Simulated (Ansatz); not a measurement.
HfO2 on the sites of the anatase structure (relaxed group I4_1/amd) was relaxed with 3 functionals in the plane-wave code Ansatz, cell and atoms free, the symmetry of the start kept (meshes: PBE 8×8×8, r2SCAN 8×8×8, PBEsol 8×8×8). No spin polarisation. The prototype was imposed, so other structures may be more stable.

The PBEsol result:
```cif
data_structure
_symmetry_space_group_name_H-M 'P 1'
_symmetry_Int_Tables_number 1
_cell_length_a 5.9708
_cell_length_b 5.9708
_cell_length_c 5.9708
_cell_angle_alpha 141.027
_cell_angle_beta 141.027
_cell_angle_gamma 56.297
_cell_volume 83.54
loop_
_atom_site_label
_atom_site_type_symbol
_atom_site_fract_x
_atom_site_fract_y
_atom_site_fract_z
_atom_site_occupancy
Hf1 Hf 0.00000 0.00000 0.00000 1
Hf2 Hf 0.75000 0.25000 0.50000 1
O1 O 0.95199 0.45199 0.50000 1
O2 O 0.20199 0.20199 0.00000 1
O3 O 0.54801 0.04801 0.50000 1
O4 O 0.79801 0.79801 0.00000 1
```

It is tetragonal, I4_1/amd (No. 141); conventional cell a = 3.984 Å, c = 10.529 Å, 13.92 Å³ an atom. Hf has 6 O at 2.05–2.13 Å; O has 3 Hf at 2.05–2.13 Å.

(1) Order the functionals by the relaxed volume, smallest first.
A. PBEsol
B. r2SCAN
C. PBE

(2) How does the cell change with PBE?

(3) What lattice does r2SCAN give?

(4) Held at the r2SCAN cell, what mean stress does PBE find, and does its sign point to its own minimum?

Results:

(1) A (13.92 Å³/atom), B (14.01 Å³/atom), C (14.33 Å³/atom).

(2) a = 4.019 Å, c = 10.647 Å; the volume differs by +2.9 % from PBEsol's. Hf is surrounded by 6 O at 2.07–2.15 Å; O is surrounded by 3 Hf at 2.07–2.15 Å.

(3) a = 3.993 Å, c = 10.545 Å; the volume differs by +0.6 % from PBEsol's. Hf has 6 O at 2.06–2.13 Å; O has 3 Hf at 2.06–2.13 Å.

(4) Yes. PBE +4.35 GPa, and its relaxed volume is +2.3 % from r2SCAN's. Compression counts positive, so a positive stress asks for a larger cell.
